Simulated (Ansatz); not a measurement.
# SnO2 (Pa-3) in Ansatz: relaxation of the atoms with PBE

Aim: the relaxation of the atoms of SnO2 with PBE.

Program: Ansatz 0.2.0. These are calculated values, not measurements. Logs are shortened: lines on timing, memory, paths and dates and some standing lists are left out, and cuts for length are marked.

## Step 1: The undisturbed crystal

The structure is cubic, space group Pa-3 (No. 205). The conventional cell has a = 5.175 Å, b = 5.175 Å, c = 5.175 Å, α = 90.00°, β = 90.00°, γ = 90.00°. Around Sn (site symmetry -3) lie 6 O at 2.11 Å. Around O (site symmetry 3) lie 3 Sn at 2.11 Å.

Measurements of this composition are mostly on another form, of space group No. 136.

## Step 2: Relaxation of the atoms, PBE (strained by -2 %)

input.yaml

```yaml
crystal:
  lattice:
    - [5.175256, -0.05175256, 0.0]
    - [-0.05175256, 5.175256, 0.0]
    - [0.0, 0.0, 5.175256]
  atoms:
    - { symbol: Sn, position: [0.0, 0.0, 0.0] }
    - { symbol: Sn, position: [0.5, 0.0, 0.5] }
    - { symbol: Sn, position: [0.5, 0.5, 0.0] }
    - { symbol: Sn, position: [0.0, 0.5, 0.5] }
    - { symbol: O, position: [0.661098, 0.838902, 0.161098] }
    - { symbol: O, position: [0.838902, 0.161098, 0.661098] }
    - { symbol: O, position: [0.161098, 0.661098, 0.838902] }
    - { symbol: O, position: [0.338902, 0.338902, 0.338902] }
    - { symbol: O, position: [0.661098, 0.661098, 0.661098] }
    - { symbol: O, position: [0.838902, 0.338902, 0.161098] }
    - { symbol: O, position: [0.161098, 0.838902, 0.338902] }
    - { symbol: O, position: [0.338902, 0.161098, 0.838902] }
hamiltonian:
  xc: pbe
  pseudopotentials: { kind: paw }
kpoints:
  mp_grid: { grid: [4, 4, 4] }
scf:
  occupations: { method: fermi_dirac, width: 0.05 }
output:
  forces: true
  stress: true
  eigenvalues: true
relax:
  f_tol: 0.01
  max_steps: 40
```

Potentials or basis: Ansatz PAW.

The run is started by

```
> ansatz run input.yaml --threads 4 --pin off --max-ram 11264MiB --backend cpu --events-out ev --progress --plain --runs-dir out
```

What it wrote:

```text
Warning: output.stress: scf.convergence.dr2_threshold = 1e-7 eV (the SCF's general default) is looser than the 1.2e-9 eV advised for a printed stress (1e-10 eV for each atom of the cell: 12). What an SCF threshold leaves in a stress goes as its square root, and in the free energy as the threshold itself, and one threshold admits the most on a small cell: of the crystals measured, under no hybrid functional and no lock of the moments, on runs that ended without the residual-converged pass, on stresses that held no estimate of that error, the worst erred by over 100 MPa in a component at 1e-7 eV an atom and by under 5 at 1e-10. Every solve of this run answers to scf.convergence.dr2_threshold, and the tensor of one is reported: a single SCF on the reported geometry and on this run's grids (its basis.xc_grid and basis.ecutrho_ratio typed), with scf.convergence.dr2_threshold at 1.2e-9 eV or tighter, prints it and tightens no other solve. Else set scf.convergence.dr2_threshold to 1.2e-9 eV or tighter. The threshold is an SCF's pass mark: one that does not reach it within its budget of iterations ends unconverged, or closes short of it on a stop that the run arms, and scf.convergence.dr2_threshold's page says what that costs each kind of run
Warning: RAYON_NUM_THREADS=4 ignored (pool sized by the plan → 4); use --threads N
Engine: ansatz 0.2.0, aarch64-unknown-linux-gnu
Pseudopotentials: kind: paw
Pseudopotential: Sn, paw, valence charge 14, recommended cutoff 420 eV (normal), Sn.paw.azcp
Pseudopotential: O, paw, valence charge 6, recommended cutoff 420 eV (normal), O.paw.azcp
Functional definition: PBE
  parameter kappa = 0.804
  parameter beta = 0.06672455060314922
  exchange = pbe_x(kappa = kappa, mu = beta*pi^2/3)
  correlation = pbe_c(beta = beta)
Crystal: 12 atoms, lattice volume = 138.596 Å³
Basis set: ecut = 420 eV, 2717 PW (Γ), exchange–correlation on 72×72×72 points (8 copies of the dense FFT grid, shifted against one another)
Bands: 64, of which v1, the nominal top of the filled ones, is band 52 counted from 1 (51 counted from 0)
Symmetry: 4 space group operations
Space group: P21/c (ITA 14), of the structure as read, at distance tolerance 5.2e-5 Å
k-points: 30 of 64
Non-local potential: Sn, projectors of the file, l = 0: 2, l = 1: 2, l = 2: 2, l = 3: 2
Non-local potential: O, projectors of the file, l = 0: 2, l = 1: 2, l = 2: 1
PAW form: soft (Blöchl's): semilocal exchange-correlation on the pseudo side does not see the compensation charge
PAW one-centre angular grid: Sn, 590 points (default); XC on 64 Gauss nodes
PAW one-centre angular grid: O, 110 points (default); XC on 64 Gauss nodes
Initial density: superposition of atomic densities (neutral atoms: chi_scale 0, normalization atom), corrected by the library's trained network
Initial wavefunctions: pseudopotential atomic-orbital guess
Functional: x = pbe(κ = 0.804, μ = 0.2195149727645171), c = pbe(β = 0.06672455060314922)
SCF iter   1: F=—  HF=-28634.689645 eV  |F-HF|=—  |Δ(HF+E_count)|=         —  Δρ=1.65e-3  dr2=2.42e-3  ethr=1.77e-3  ⟨swp⟩=5.8  Hψ=7780  notcnv=0  defer=40
preconditioner: auto → Resta (q_TF=auto, 2.601 Å⁻¹)  ε∞=3.9  [insulator: Δε(μ)=0.524 eV  Ē_g=18.976 eV  σ=0.050 eV  W_gap=0.98  n_scr=32 (ndim 8)  ℏωp=32.2 eV  f_vac=0.000  D(μ)=0.02/eV (n_scr^D=0)  ε∞_Penn≈3.9]
SCF iter   2: F=—  HF=-28634.692637 eV  |F-HF|=—  |Δ(HF+E_count)|=   2.99e-3  Δρ=6.88e-4  dr2=3.77e-4  ethr=2.33e-6  ⟨swp⟩=2.1  Hψ=3677  notcnv=0  defer=102
SCF iter   3: F=—  HF=-28634.693254 eV  |F-HF|=—  |Δ(HF+E_count)|=   6.17e-4  Δρ=2.32e-4  dr2=5.17e-5  ethr=3.63e-7  ⟨swp⟩=2.0  Hψ=2872  notcnv=0  defer=102
iter 4 did not close the SCF: its close was put off for the readings that it lacked (scf_convergence_deferred on its scf_iter line)
SCF iter   4: F=-28634.693316 eV  HF=-28634.693314 eV  |F-HF|=2.02e-6  |Δ(HF+E_count)|=   6.00e-5  Δρ=3.99e-5  dr2=2.08e-6  ethr=4.97e-8  ⟨swp⟩=2.0  Hψ=2599  notcnv=0  defer=102
iter 5 did not close the SCF: its close was put off for the readings that it lacked (scf_convergence_deferred on its scf_iter line)
SCF iter   5: F=-28634.693317 eV  HF=-28634.693316 eV  |F-HF|=3.71e-7  |Δ(HF+E_count)|=   2.06e-6  Δρ=1.29e-5  dr2=8.77e-8  ethr=2.00e-9  ⟨swp⟩=2.5  Hψ=3095  notcnv=0  defer=102
SCF iter   6: F=-28634.693317 eV  HF=-28634.693317 eV  |F-HF|=3.24e-9  |Δ(HF+E_count)|=   3.98e-7  Δρ=1.29e-6  dr2=1.41e-9  ethr=8.43e-11  ⟨swp⟩=6.7  Hψ=7189  notcnv=0
SCF 1 converged in 6 iterations: F = -28634.693317 eV  dr2 = 1.41e-9
relax step   1: F+E_penalty+E_count = -28634.69331655 eV  Δ(F+E_penalty+E_count) = +0.000e0 eV  max|allowed force component| = 3.705e-2 eV/Å  Δτ_max = 0.0000 Å  (6 SCF iters, dr2 threshold 2.50e-6 eV, accepted)
Initial density: handed on by an earlier stage of this run
Initial wavefunctions: those handed on with the density
iter 1 solved again at ethr=1.66e-7 eV; its pass at ethr=3.10e-3 eV (dr2=1.72e-4 eV) is discarded
SCF iter   1: F=—  HF=-28634.694299 eV  |F-HF|=—  |Δ(HF+E_count)|=         —  Δρ=7.03e-4  dr2=1.85e-4  ethr=1.66e-7  ⟨swp⟩=2.0  Hψ=5323  notcnv=0  defer=220
[... 25 lines left out ...]
Internal energy: -28634.693962 eV  (E = F + TS)
E sigma→0 (E₀):  -28634.694153 eV
Entropy (-TS):   -0.000382 eV (-0.032 meV/atom)
Fermi energy:    10.419632 eV
--- Per-component energies (eV) ---
  E_band       = -157.780853
  E_kinetic    = 2155.454905
  E_local      = -4993.247684  (includes V_loc(G=0)·N_el)
  E_nonlocal   = 267.180588
  E_hartree    = 2656.292850
  E_xc         = -2107.364182
  E_vxc        = -1124.541934  (∫ρ·V_xc dr)
  E_paw        = -17854.332902  (= ΣΔE_a)
  E_vpaw       = -1775.231963  (= ΣTr[D̂ρ^β])
  E_aug_tail   = 0.019504  (compensation charges beyond the density's cutoff)
  E_ewald      = -8758.697041
  E_smearing   = -0.000382  (= −TS)
  E_closure    = 0.000000  (closes the sum)
  Σ components = -28634.694344   (vs F -28634.694344, Δ=0.00e0)
--- Forces (eV/Å), atoms counted from 1 ---
  atom   1  Sn    -0.00000000     0.00000000     0.00000000
  atom   2  Sn     0.00000000     0.00000000     0.00000000
  atom   3  Sn     0.00000000     0.00000000     0.00000000
  atom   4  Sn    -0.00000000     0.00000000     0.00000000
  atom   5  O     -0.00114347    -0.00107415    -0.00272026
  atom   6  O      0.00114347     0.00107415    -0.00272026
  atom   7  O      0.00176078    -0.00173085    -0.00425074
  atom   8  O     -0.00176078     0.00173085    -0.00425074
  atom   9  O      0.00176078    -0.00173085     0.00425074
  atom  10  O     -0.00176078     0.00173085     0.00425074
  atom  11  O     -0.00114347    -0.00107415     0.00272026
  atom  12  O      0.00114347     0.00107415     0.00272026
  max |Σ_I F_I| component: 4.34e-19 eV/Å
--- Stress (GPa, compression-positive) ---
       -0.582520       2.029293       0.000000
        2.029293      -0.521413       0.000000
        0.000000       0.000000      -0.618578
  P = ⅓ Tr σ = -0.5742 GPa (-5.742 kbar)
--- Band table (eV; the first three rows and the last of 30) ---
  k-point 0: bands = ["-10.7948", "-10.7540", "-10.7096", "-10.0907", "-10.0821", "-10.0759", "-10.0267", "-10.0214", "-9.9935", "-9.9758", "-9.9692", "-9.9562", "-9.9119", "-9.9015", "-9.8981", "-9.8635", "-9.8447", "-9.8269", "-9.8201", "-9.8105", "-8.5946", "-7.0596", "-7.0044", "-6.9395", "-6.0370", "-5.3352", "-5.3103", "-5.2847", "3.0075", "3.0604", "3.1065", "4.9848", "4.9997", "5.0178", "5.3758", "5.3777", "7.5481", "7.5875", "7.6281", "8.0034", "8.0051", "8.0163", "8.3708", "9.0058", "9.0137", "9.0430", "9.3366", "9.3389", "9.7654", "9.9426", "9.9929", "10.0443", "10.6218", "15.7478", "15.7899", "15.8369", "17.3640", "17.4088", "17.4580", "18.5357", "18.5482", "18.6702", "18.8454", "21.3885"]
  k-point 1: bands = ["-10.7189", "-10.6904", "-10.6344", "-10.1817", "-10.1334", "-10.1252", "-10.0687", "-10.0262", "-9.9967", "-9.9947", "-9.9604", "-9.9509", "-9.9219", "-9.9198", "-9.9133", "-9.8782", "-9.8471", "-9.8391", "-9.8283", "-9.8226", "-8.4240", "-7.3197", "-6.7647", "-6.7182", "-6.0301", "-5.5187", "-5.4189", "-5.3554", "2.7769", "2.8548", "3.5691", "5.0734", "5.1708", "5.2993", "5.5031", "6.0145", "6.9914", "7.0900", "7.1689", "7.9735", "8.0844", "8.2667", "8.4209", "8.5089", "8.9629", "9.1611", "9.2121", "9.3405", "9.5221", "9.8827", "9.9420", "10.0437", "11.9809", "15.0609", "15.1391", "15.4790", "17.6230", "17.8116", "18.1708", "18.5595", "18.6793", "18.8213", "19.1548", "20.6489"]
  k-point 2: bands = ["-10.5975", "-10.5975", "-10.4336", "-10.4336", "-10.2546", "-10.2546", "-10.0422", "-10.0422", "-9.9963", "-9.9963", "-9.9460", "-9.9460", "-9.9272", "-9.9272", "-9.9043", "-9.9043", "-9.8449", "-9.8449", "-9.8371", "-9.8371", "-7.9360", "-7.9360", "-6.3085", "-6.3085", "-6.0655", "-6.0655", "-5.4611", "-5.4611", "2.6225", "2.6225", "4.8150", "4.8150", "5.2038", "5.2038", "6.1400", "6.1400", "6.6856", "6.6856", "7.0873", "7.0873", "8.3992", "8.3992", "8.6019", "8.6019", "8.7261", "8.7261", "9.3383", "9.3383", "9.6055", "9.6055", "10.0547", "10.0547", "13.6856", "13.6856", "14.9114", "14.9114", "17.7839", "17.7839", "18.5702", "18.5702", "19.4726", "19.4726", "19.7005", "19.7005"]
  k-point 29: bands = ["-10.6674", "-10.6674", "-10.5867", "-10.5867", "-10.0621", "-10.0621", "-10.0315", "-10.0315", "-10.0118", "-10.0118", "-9.9608", "-9.9608", "-9.8917", "-9.8917", "-9.8806", "-9.8806", "-9.8404", "-9.8404", "-9.8330", "-9.8330", "-7.0455", "-7.0455", "-6.9260", "-6.9260", "-6.1209", "-6.1209", "-6.0296", "-6.0296", "4.0150", "4.0150", "4.0889", "4.0889", "6.0907", "6.0907", "6.1434", "6.1434", "6.4914", "6.4914", "6.5268", "6.5268", "8.4537", "8.4537", "8.5051", "8.5051", "8.8372", "8.8372", "8.9058", "8.9058", "9.3938", "9.3938", "9.4933", "9.4933", "14.9761", "14.9761", "15.1108", "15.1108", "17.2427", "17.2427", "17.4043", "17.4043", "20.9487", "20.9487", "21.1111", "21.1111"]
--- Relaxed structure (3 steps of the walk, 3 accepted, 0 SCFs on fresh bases) ---
  F+E_penalty+E_count = -28634.69434381 eV   max|allowed force component| = 4.251e-3 eV/Å
  atoms:
    - { symbol: Sn, position: [6.93156225198821e-21, -5.1681169435478855e-21, 8.729054276779424e-22] }
    - { symbol: Sn, position: [0.49999999999999994, -8.673617379884035e-19, 0.49999999999999994] }
    - { symbol: Sn, position: [0.5, 0.5, 8.72905427677961e-22] }
    - { symbol: Sn, position: [-8.673617379884035e-19, 0.49999999999999994, 0.49999999999999994] }
    - { symbol: O, position: [0.6601047306828701, 0.8394612274559026, 0.16126302933159373] }
    - { symbol: O, position: [0.8398952693171299, 0.1605387725440974, 0.6612630293315936] }
    - { symbol: O, position: [0.16190604396449834, 0.6613641589390883, 0.8392027514083413] }
    - { symbol: O, position: [0.3380939560355016, 0.3386358410609115, 0.33920275140834144] }
    - { symbol: O, position: [0.6619060439644983, 0.6613641589390883, 0.6607972485916583] }
    - { symbol: O, position: [0.8380939560355015, 0.33863584106091155, 0.16079724859165848] }
    - { symbol: O, position: [0.16010473068287012, 0.8394612274559026, 0.3387369706684062] }
    - { symbol: O, position: [0.33989526931712977, 0.16053877254409737, 0.8387369706684062] }
```

Wall time 14 s (4 threads of Arm Neoverse V2, shared host); peak memory 0.53 GiB.

What came out:

* Free energy: -28634.6943 eV
* Energy gained by relaxing: 0.1 meV/atom
* Ionic steps: 3
* Pressure after relaxing: -0.6 GPa
* Largest force after relaxing: 0.005 eV/Å
* Band gap on the k mesh: 0.54 eV, indirect (least direct gap 0.58 eV)

Forces on the atoms (eV/Å):
```
Sn   0.000  0.000  0.000
Sn   0.000  0.000  0.000
Sn   0.000  0.000  0.000
Sn   0.000  0.000  0.000
O   -0.001 -0.001 -0.003
O    0.001  0.001 -0.003
O    0.002 -0.002 -0.004
O   -0.002  0.002 -0.004
O    0.002 -0.002  0.004
O   -0.002  0.002  0.004
O   -0.001 -0.001  0.003
O    0.001  0.001  0.003
```

Stress tensor (GPa, compression positive):
```
-0.58  2.03  0.00
 2.03 -0.52  0.00
 0.00  0.00 -0.62
```

Step by step:
| step | energy change (eV) | largest force (eV/Å) |
| --- | --- | --- |
| 1 | 0.0000 | 0.0589 |
| 2 | -0.0008 | 0.0268 |
| 3 | -0.0010 | 0.0049 |

Final structure:
```xyz
12
Lattice="5.1753 -0.0518 0.0000 -0.0518 5.1753 0.0000 0.0000 0.0000 5.1753" Properties=species:S:1:pos:R:3 pbc="T T T"
Sn    0.0000    0.0000    0.0000
Sn    2.5876   -0.0259    2.5876
Sn    2.5618    2.5618    0.0000
Sn   -0.0259    2.5876    2.5876
O     3.3728    4.3103    0.8346
O     4.3384    0.7874    3.4222
O     0.8037    3.4143    4.3431
O     1.7322    1.7350    1.7555
O     3.3913    3.3885    3.4198
O     4.3198    1.7092    0.8322
O     0.7851    4.3361    1.7531
O     1.7507    0.8132    4.3407
```

Caveat: the pressure holds a Pulay correction of +0.9 GPa for the finite cutoff; spin-orbit coupling is left out, which moves the levels of the heavy elements; the thresholds are loose for stress.
